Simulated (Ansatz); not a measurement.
# GaP: frozen-core PAW against all-electron methods

```yaml
crystal:
  lattice:
    - [0.00000, 2.75250, 2.72525]
    - [2.75250, 0.00000, 2.72525]
    - [2.75250, 2.75250, 0.00000]
  atoms:
    - { symbol: Ga, position: [0.00000, 0.00000, 0.00000] }
    - { symbol: P, position: [0.75000, 0.75000, 0.75000] }
```

Atoms are numbered in the order listed.

The cell is COD entry 9008846, as deposited and not checked against the literature; nothing was relaxed. The listed cell was then made from it by scaling, straining or moving an atom.

All numbers are computed: DFT, PBEsol, PAW with Ansatz's default frozen-core files, scalar-relativistic (Ansatz 0.2.0); DFT, PBEsol, all-electron PAW with datasets made for the crystal, scalar-relativistic (Ansatz 0.2.0); DFT, PBEsol, all-electron LAPW, scalar-relativistic (Ansatz 0.2.0).

For PAW: a Γ-centred 12×12×12 k mesh, Fermi–Dirac smearing of 0.08 eV, cutoff 420 eV, no spin polarisation; the PAW files were made with PBE, and the program remakes their frozen cores for this functional. The crystal-made all-electron datasets (AE datasets) take a cutoff of 240 eV at this cell. LAPW targets a basis error of 0.5 meV/atom. The Ansatz runs share mesh, smearing and spin set-up. Plane-wave (PAW) pressures include the program's estimate of the Pulay term.

Stress and pressure are positive in compression.

The change that made this cell: equal xx and yy strain of +1 %.

| quantity | PAW | AE datasets | LAPW |
| --- | --- | --- | --- |
| pressure (GPa) | -2.12 | -2.13 | -2.13 |
| stress xx (GPa) | -2.36 | -2.38 | -2.38 |
| stress zz (GPa) | -1.64 | -1.65 | -1.65 |
| band gap (eV) | 1.409 | 1.410 | 1.410 |
| field gradient Vzz at Ga1 (10²¹ V/m²) | 0.20 | 0.20 | – |
| field gradient Vzz at P2 (10²¹ V/m²) | -0.12 | -0.12 | – |
